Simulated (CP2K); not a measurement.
CoO:

```xyz
2
Lattice="3.0144 0.0000 0.0000 1.5072 2.6105 0.0000 1.5072 0.8702 2.4612" Properties=species:S:1:pos:R:3 pbc="T T T"
Co    0.0000    0.0000    0.0000
O     3.0144    1.7404    1.2306
```

Base run:

| Property | Result |
| --- | --- |
| Program | CP2K 2026.2 |
| Functional | PBE |
| Potentials or basis | POTENTIAL_UZH Co GTH-PBE-q17, O GTH-PBE-q6; TZVP-MOLOPT-PBE-GTH basis |
| Density cutoff | 11565 eV |
| k mesh | 11 × 11 × 11 |
| Occupations | fermi-dirac, width 0.01 eV |
| Spin | collinear spin, ferromagnetic start |
| Starting moments | [2.0, 0.0] μB |

Its results: band gap on the k mesh none (metal or under the smearing width); pressure -0.5 GPa; net moment 3.00 μB per cell; site moments Co +2.74; O +0.26 μB.

Q: The run is repeated on the same cell with these changes: functional from PBE to PBEsol; occupations from fermi-dirac, width 0.01 eV to fermi-dirac, width 0.0259 eV. What comes out?

A: Band gap on the k mesh none (metal or under the smearing width); pressure -9.2 GPa; net moment 3.00 μB per cell; site moments Co +2.72; O +0.28 μB.

Caveats: the basis of atomic orbitals isn't converged, which shifts pressures, moduli and gaps; a cell with one magnetic atom can't hold antiferromagnetic order, which such compounds often take; semilocal functionals often make such compounds metallic where correlation or magnetic order opens a gap, which also shifts bond lengths; the potentials were made for another functional, which shifts forces and pressure (some runs).

Not every run made on this cell is shown here.
